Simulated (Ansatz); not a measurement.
Wanted: the native input for an Ansatz 0.2.0 run.

```yaml
Task: density of states
Functional: B3LYP
Potentials_or_basis: Ansatz PAW
Cutoff: "420 eV (not typed: the program's choice for these potentials)"
k_mesh: 6 × 6 × 6
Occupations: fermi-dirac, width 0.05 eV
Spin: no spin polarisation
```

The system is CaO.

```
CELL_PARAMETERS angstrom
0.00000 2.40356 2.40356
2.40356 0.00000 2.40356
2.40356 2.40356 0.00000
ATOMIC_POSITIONS crystal
Ca 0.00000 0.00000 0.00000
O 0.50000 0.50000 0.50000
```

The cell is a database's computed one.

One way to write it, as run:

input.yaml

```yaml
crystal:
  lattice: { a: 4.80711139, b: 4.80711139, c: 4.80711139, alpha: 90.0, beta: 90.0, gamma: 90.0 }
  space_group: 225
  reduce_to_primitive: true
  atoms:
    - { symbol: Ca, wyckoff: "4a", position: [0.0, 0.0, 0.0] }
    - { symbol: O, wyckoff: "4b", position: [0.5, 0.0, 0.0] }
hamiltonian:
  xc: b3lyp
  pseudopotentials: { kind: paw }
kpoints:
  mp_grid: { grid: [6, 6, 6] }
scf:
  occupations: { method: fermi_dirac, width: 0.05 }
  n_extra_bands: 6
output:
  forces: true
  stress: true
  eigenvalues: true
  dos: { projected: false, de: 0.05 }
```

Potentials or basis: Ansatz PAW.

Run with:

```console
$ ansatz run input.yaml --threads 1 --pin off --max-ram 2560MiB --backend cpu --events-out ev --progress --plain --runs-dir out
```

Results of the run:

```yaml
Pressure: 1.7 GPa
Band_gap_on_the_k_mesh: 5.67 eV, indirect (least direct gap 6.08 eV)
```

Caveat: the pressure holds a Pulay correction of +0.4 GPa for the finite cutoff; the PAW data sets come from PBE, with cores solved anew for the run's functional, which leaves a small shift of forces and pressure; the thresholds are loose for stress.

Wall time 14 s on 1 thread of Arm Neoverse V1 (shared host), peak memory 0.66 GiB.
